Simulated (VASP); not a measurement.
# ScAl3N4 (Imm2) in VASP: single point with r2SCAN

Aim: the single point of ScAl3N4 with r2SCAN.

Everything below comes from runs of VASP 6.6.1. Logs are shortened: lines on timing, memory, paths and dates and some standing lists are left out, and cuts for length are marked.

## Step 1: Starting point

It takes space group Imm2 (No. 44, orthorhombic). The conventional cell has a = 3.221 Å, b = 10.123 Å, c = 5.580 Å, α = 90.00°, β = 90.00°, γ = 90.00°. Around Sc (site symmetry mm2) lie 3 N at 1.86 Å. Al (site symmetry mm2) is surrounded by 3 N at 1.86 Å. Around Al (site symmetry m) lie 3 N at 1.86 Å. N (site symmetry m) is surrounded by 3 Al at 1.86 Å. N (site symmetry mm2) is surrounded by 2 Sc at 1.86 Å and 1 Al at 1.86 Å. N (site symmetry mm2) is surrounded by 2 Al at 1.86 Å and 1 Sc at 1.86 Å.

The cell comes from a database or a generator and needn't be the stable form of this composition.

## Step 2: Single point, r2SCAN

Input file POSCAR:

```
ScAl3N4
1.0
   -3.2215000000      0.0000000000      0.0000000000
    0.0000000000      5.5798016766      0.0000000000
    1.6107500000     -2.7899008383     -5.0615000000
Sc Al N
1 3 4
Direct
    0.0000000000      0.3333333300      0.0000000000
    0.5000000000      0.8333333300      0.0000000000
    0.7500000000      0.4166666700      0.5000000000
    0.2500000000      0.9166666700      0.5000000000
    0.7500000000      0.0833333300      0.5000000000
    0.2500000000      0.5833333300      0.5000000000
    0.5000000000      0.1666666700      0.0000000000
    0.0000000000      0.6666666700      0.0000000000
```

Input file INCAR.step1:

```
SYSTEM = ScAl3N4
PREC = Accurate ; ENCUT = 520
ISMEAR = 0 ; SIGMA = 0.1
LREAL = .False. ; LASPH = .True.
NELM = 100 ; NBANDS = 30
GGA = PE ; ALGO = Normal
EDIFF = 1E-4 ; LWAVE = .True.
LCHARG = .False.
```

Input file INCAR.step2:

```
SYSTEM = ScAl3N4
PREC = Accurate ; ENCUT = 520
EDIFF = 1E-6 ; ISMEAR = 0
SIGMA = 0.1 ; LREAL = .False.
LASPH = .True. ; NELM = 100
ALGO = Normal ; ISIF = 2
LWAVE = .False. ; LCHARG = .True.
METAGGA = R2SCAN ; LMIXTAU = .True.
LELF = .True. ; LVHAR = .True.
NBANDS = 30 ; ISTART = 1
```

Input file KPOINTS:

```
Automatic mesh
0
Gamma
  6 6 6
  0 0 0
```

Potentials or basis: VASP PAW PBE potentials, release 64 (Sc_sv, Al, N).

Started as:

```bash
> cat potpaw_PBE.64/Sc_sv/POTCAR potpaw_PBE.64/Al/POTCAR potpaw_PBE.64/N/POTCAR > POTCAR
> cp INCAR.step1 INCAR
> mpirun -np 1 vasp_std > vasp.out
> cp INCAR.step2 INCAR
> mpirun -np 1 vasp_std > vasp.out
```

OUTCAR:

```text
SYSTEM = ScAl3N4
   PREC = Accurate
   ENCUT = 520
   EDIFF = 1E-6
   ISMEAR = 0
   LREAL = .False.
   LASPH = .True.
   NELM = 100
   ISIF = 2
   METAGGA = R2SCAN
   ISTART = 1

 ion  position               nearest neighbor table
   1  0.000  0.333  0.000-   7 1.86   7 1.86   8 1.86   5 2.53   6 2.53   4 3.14   3 3.14   3 3.14
                             4 3.14   4 3.14   3 3.14   2 3.22   2 3.22   2 3.22   2 3.22
   2  0.500  0.833  0.000-   8 1.86   8 1.86   7 1.86   6 2.53   5 2.53   3 3.14   4 3.14   4 3.14
                             3 3.14   4 3.14   3 3.14   1 3.22   1 3.22   1 3.22   1 3.22
   3  0.750  0.417  0.500-   6 1.86   6 1.86   5 1.86   7 2.53   8 2.53   1 3.14   2 3.14   2 3.14
                             1 3.14   1 3.14   2 3.14   4 3.22   4 3.22   4 3.22   4 3.22
   4  0.250  0.917  0.500-   5 1.86   5 1.86   6 1.86   8 2.53   7 2.53   2 3.14   1 3.14   1 3.14
                             2 3.14   2 3.14   1 3.14   3 3.22   3 3.22   3 3.22   3 3.22
   5  0.750  0.083  0.500-   4 1.86   4 1.86   3 1.86   2 2.53   1 2.53
   6  0.250  0.583  0.500-   3 1.86   3 1.86   4 1.86   1 2.53   2 2.53
   7  0.500  0.167  0.000-   1 1.86   1 1.86   2 1.86   4 2.53   3 2.53
   8  0.000  0.667  0.000-   2 1.86   2 1.86   1 1.86   3 2.53   4 2.53

  LATTYP: Found a body centered orthorhombic cell.
 ALAT       =     3.2215000000
 B/A-ratio  =     1.7320508076
 C/A-ratio  =     3.1423250039

  Lattice vectors:

 A1 = (  -1.6107500000,   2.7899008383,   5.0615000000)
 A2 = (   1.6107500000,  -2.7899008383,   5.0615000000)
 A3 = (   1.6107500000,   2.7899008383,  -5.0615000000)

Analysis of symmetry for initial positions (statically):
=====================================================================
 Subroutine PRICEL returns:
 Original cell was already a primitive cell.

 Routine SETGRP: Setting up the symmetry group for a
 body centered orthorhombic supercell.

 Subroutine GETGRP returns: Found  4 space group operations
 (whereof  4 operations were pure point group operations)
 out of a pool of  8 trial point group operations.

The static configuration has the point symmetry C_2v.

Analysis of symmetry for dynamics (positions and initial velocities):
=====================================================================
 Subroutine PRICEL returns:
 Original cell was already a primitive cell.

 Routine SETGRP: Setting up the symmetry group for a
 body centered orthorhombic supercell.

 Subroutine GETGRP returns: Found  4 space group operations
 (whereof  4 operations were pure point group operations)
 out of a pool of  8 trial point group operations.

The dynamic configuration has the point symmetry C_2v.

 Subroutine INISYM returns: Found  4 space group operations
 (whereof  4 operations are pure point group operations),
 and found     1 'primitive' translations

----------------------------------------------------------------------------------------

                                     Primitive cell

  volume of cell :      90.9821

  direct lattice vectors                    reciprocal lattice vectors
    -3.221500000  0.000000000  0.000000000    -0.310414403  0.000000000 -0.098784945
     0.000000000  5.579801677  0.000000000     0.000000000  0.179217839 -0.098784945
     1.610750000 -2.789900838 -5.061500000     0.000000000  0.000000000 -0.197569890

  length of vectors
     3.221500000  5.579801677  5.999737036     0.325753844  0.204639926  0.197569890

  position of ions in fractional coordinates (direct lattice)
     0.000000000  0.333333330  0.000000000
     0.500000000  0.833333330  0.000000000
     0.750000000  0.416666670  0.500000000
     0.250000000  0.916666670  0.500000000
     0.750000000  0.083333330  0.500000000
     0.250000000  0.583333330  0.500000000
     0.500000000  0.166666670  0.000000000
     0.000000000  0.666666670  0.000000000

  ion indices of the primitive-cell ions
   primitive index   ion index
                 1           1
                 2           2
                 3           3
                 4           4
                 5           5
                 6           6
                 7           7
                 8           8

----------------------------------------------------------------------------------------

 KPOINTS: Automatic mesh

Automatic generation of k-mesh.
 Grid dimensions read from file:
 generate k-points for:    6    6    6

 Generating k-lattice:

  Cartesian coordinates                     Fractional coordinates (reciprocal lattice)
    -0.051735734  0.000000000 -0.016464158     0.166666667  0.000000000 -0.000000000
     0.000000000  0.029869640 -0.016464158     0.000000000  0.166666667 -0.000000000
     0.000000000  0.000000000 -0.032928315     0.000000000  0.000000000  0.166666667

  Length of vectors
     0.054292307  0.034106654  0.032928315

  Shift w.r.t. Gamma in fractional coordinates (k-lattice)
     0.000000000  0.000000000  0.000000000

 Subroutine IBZKPT returns following result:
 ===========================================

 Found     46 irreducible k-points:

 Following reciprocal coordinates:
            Coordinates               Weight
  0.000000  0.000000  0.000000      1.000000
  0.166667  0.000000  0.000000      4.000000
  0.333333  0.000000  0.000000      4.000000
  0.500000  0.000000  0.000000      2.000000
  0.000000  0.166667  0.000000      4.000000
  0.166667  0.166667  0.000000      8.000000
[... 16 lines left out ...]
  0.333333  0.000000  0.166667      4.000000
  0.500000  0.000000  0.166667      4.000000
 [... further k-points ...]
   k-points           NKPTS =     46   k-points in BZ     NKDIM =     46   number of bands    NBANDS=     30
   number of dos      NEDOS =    301   number of ions     NIONS =      8
   total plane-waves  NPLWV =  48384
   dimension x,y,z NGX =    24 NGY =   42 NGZ =   48
   dimension x,y,z NGXF=    48 NGYF=   84 NGZF=   96
   ions per type =               1   3   4
   NGX,Y,Z   is equivalent  to a cutoff of  12.39, 12.51, 13.30 a.u.
   NGXF,Y,Z  is equivalent  to a cutoff of  24.77, 25.03, 26.60 a.u.
 SYSTEM =  ScAl3N4
   PREC   = accura    normal or accurate (medium, high low for compatibility)
   ISTART =      1    job   : 0-new  1-cont  2-samecut
   ICHARG =      0    charge: 1-file 2-atom 10-const
   ISPIN  =      1    spin polarized calculation?
   LNONCOLLINEAR =      F non collinear calculations
   LSORBIT =      F    spin-orbit coupling
   LASPH  =      T    aspherical Exc in radial PAW
   ENCUT  =  520.0 eV  38.22 Ry    6.18 a.u.   5.99 10.37 11.16*2*pi/ulx,y,z
   NELM   =    100;   NELMIN=  2; NELMDL=  0     # of ELM steps
   EDIFF  = 0.1E-05   stopping-criterion for ELM
   LREAL  =      F    real-space projection
   EDIFFG = 0.1E-04   stopping-criterion for IOM
   NSW    =      0    number of steps for IOM
   IBRION =     -1    ionic relax: 0-MD 1-quasi-New 2-CG
   NFREE  =      0    steps in history (QN), initial steepest desc. (CG)
   ISIF   =      2    stress and relaxation
   ISYM   =      2    0-nonsym 1-usesym 2-fastsym
   POTIM  = 0.5000    time-step for ionic-motion
   TEBEG  =    0.0;   TEEND  =   0.0 temperature during run
   PSTRESS=    0.0 pullay stress
   NELECT =      40.0000    total number of electrons
   NUPDOWN=      -1.0000    fix difference up-down
   EMIN   =  10.00;   EMAX   =-10.00  energy-range for DOS
   EFERMI =   0.00;   METHOD = LEGACY
   ISMEAR =     0;   SIGMA  =   0.10  broadening in eV -4-tet -1-fermi 0-gaus
   EFERMI_NEDOS =   21; number of points for ismear=-14 and -15
   IALGO  =     38    algorithm
   IMIX   =      4    mixing-type and parameters
     AMIX     =   0.40;   BMIX     =  1.00
     AMIX_MAG =   1.60;   BMIX_MAG =  1.00
  volume/ion in A,a.u.               =      11.37        76.75
  Fermi-wavevector in a.u.,A,eV,Ry     =   1.244828  2.352384 21.083553  1.549597
  Thomas-Fermi vector in A             =   2.379078
   LORBIT       =      0    0 simple, 1 ext, 2 COOP (PROOUT), +10 PAW based schemes
   METAGGA = R2SCAN    functional components
   LHFCALC =     F    Hartree Fock is set to
   AEXX    =    0.0000 exact exchange contribution
   IVDW    =     0    specifies the selected vdW correction
   LEPSILON=     F    determine dielectric tensor
   LRPA    =     F    only Hartree local field effects (RPA)
 non-spin polarized calculation
 Gauss-broadening in eV      SIGMA  =   0.10
  energy-cutoff  :      520.00
  volume of cell :       90.98
 maximum number of plane-waves:      2470
   NGX = 11   NGY = 21   NGZ = 23

 number of electron      40.0000005 magnetization

 Free energy of the ion-electron system (eV)
  ---------------------------------------------------
  ext. energy  EPLUGINS =         0.00000000
  ---------------------------------------------------
  free energy    TOTEN  =       -78.81906689 eV

  energy without entropy =      -78.81906689  energy(sigma->0) =      -78.81906689

 E-fermi :   6.6224     XC(G=0): -11.3629

 val. band max:        6.0502116742   @ k =   0.0000   0.0000   0.0000
 cond. band min:       8.6439701204   @ k =   0.0000   0.0000   0.0000
 fundamental gap:      2.5937584463
 Fermi energy:         6.6223972916

 k-point     1 :       0.0000    0.0000    0.0000
  band No.  band energies     occupation
      1     -42.6343      2.00000
      2     -20.7948      2.00000
      3     -20.4842      2.00000
      4     -20.4645      2.00000
      5     -10.3922      2.00000
      6      -8.7516      2.00000
[... 22 lines left out ...]
     29      14.8848      0.00000
     30      15.5938      0.00000

 k-point     2 :       0.1667    0.0000    0.0000
  band No.  band energies     occupation
      1     -42.6238      2.00000
      2     -20.7963      2.00000
      3     -20.6020      2.00000
      4     -20.4728      2.00000
      5     -10.1346      2.00000
      6      -8.6985      2.00000
[... 718 lines left out ...]
 k-point    24 :       0.5000    0.0000    0.1667
  band No.  band energies     occupation
      1     -42.5920      2.00000
      2     -21.0884      2.00000
      3     -20.6957      2.00000
      4     -20.4381      2.00000
      5      -8.9008      2.00000
      6      -8.7768      2.00000
[... 22 lines left out ...]
     29      14.3656      0.00000
     30      14.6341      0.00000

 [... further k-points ...]

------------------------ aborting loop because EDIFF is reached ----------------------------------------

  FORCE on cell =-STRESS in cart. coord.  units (eV):
  Direction    XX          YY          ZZ          XY          YZ          ZX
  --------------------------------------------------------------------------------------
  -------------------------------------------------------------------------------------
  Total       10.6007841     11.4555414     -8.3073553      0.0000000      0.0000000      0.0000000
  in kB      186.6776963    201.7298022   -146.2908719      0.0000000      0.0000000      0.0000000
  external PRESSURE =      80.7055422 kB  Pullay stress =       0.0000000 kB

 VOLUME and BASIS-vectors are now :
 -----------------------------------------------------------------------------
  energy-cutoff  :      520.00
  volume of cell :       90.98
      direct lattice vectors                 reciprocal lattice vectors
    -3.221500000  0.000000000  0.000000000    -0.310414403  0.000000000 -0.098784945
     0.000000000  5.579801677  0.000000000     0.000000000  0.179217839 -0.098784945
     1.610750000 -2.789900838 -5.061500000     0.000000000  0.000000000 -0.197569890

 POSITION                                       TOTAL-FORCE (eV/Angst)
 -----------------------------------------------------------------------------------
      0.00000      1.85993      0.00000        -0.000000     -0.498902      0.000000
     -1.61075      4.64983      0.00000        -0.000000      0.416294      0.000000
     -1.61075      0.92997     -2.53075        -0.000000     -0.000615     -0.078085
      0.00000      3.71987     -2.53075        -0.000000     -0.000615      0.078085
     -1.61075     -0.92997     -2.53075         0.000000     -0.003703      0.025706
      0.00000      1.85993     -2.53075        -0.000000     -0.003703     -0.025706
     -1.61075      0.92997      0.00000         0.000000     -4.824009      0.000000
      0.00000      3.71987      0.00000        -0.000000      4.915255      0.000000
 -----------------------------------------------------------------------------------
    total drift:                                0.000005      0.000700      0.000032

  FREE ENERGIE OF THE ION-ELECTRON SYSTEM (eV)
  ---------------------------------------------------
  free  energy   TOTEN  =       -78.8190668856 eV

  energy  without entropy=      -78.8190668856  energy(sigma->0) =      -78.81906689
```

Wall time 7.1 min (1 thread of Intel Xeon Platinum 8559C (Emerald Rapids), shared host); peak memory 0.29 GiB.

Results:

* Free energy: -78.8191 eV
* Pressure: 8.1 GPa
* Largest force: 4.915 eV/Å
* Band gap on the k mesh: 2.59 eV, direct

Forces on the atoms (eV/Å):
```
Sc   0.000 -0.499  0.000
Al   0.000  0.416  0.000
Al   0.000 -0.001 -0.078
Al   0.000 -0.001  0.078
N    0.000 -0.004  0.026
N    0.000 -0.004 -0.026
N    0.000 -4.824  0.000
N    0.000  4.915  0.000
```

Levels at points of the mesh, in eV from the valence-band top:
```
           k point  band 16  band 17  band 18  band 19  band 20  band 21  band 22  band 23  band 24  band 25
(0.00, 0.00, 0.00)    -2.35    -2.08    -2.02    -1.73     0.00     2.59     4.39     4.48     5.31     6.33
(0.50, 0.00, 0.00)    -2.37    -2.19    -2.15    -1.82    -1.41     4.23     4.54     4.90     5.02     5.67
(0.00, 0.50, 0.00)    -2.64    -2.27    -1.53    -1.27    -1.10     4.13     5.14     5.22     5.79     6.55
(0.50, 0.50, 0.00)    -2.54    -2.29    -2.06    -1.75    -0.61     3.90     4.21     4.87     5.21     5.73
(0.00, 0.00, 0.50)    -2.51    -2.51    -2.39    -2.12    -1.54     4.90     4.96     5.09     5.34     5.52
```

Caveat: the PAW data sets were made with another functional, which shifts forces and pressure a little.
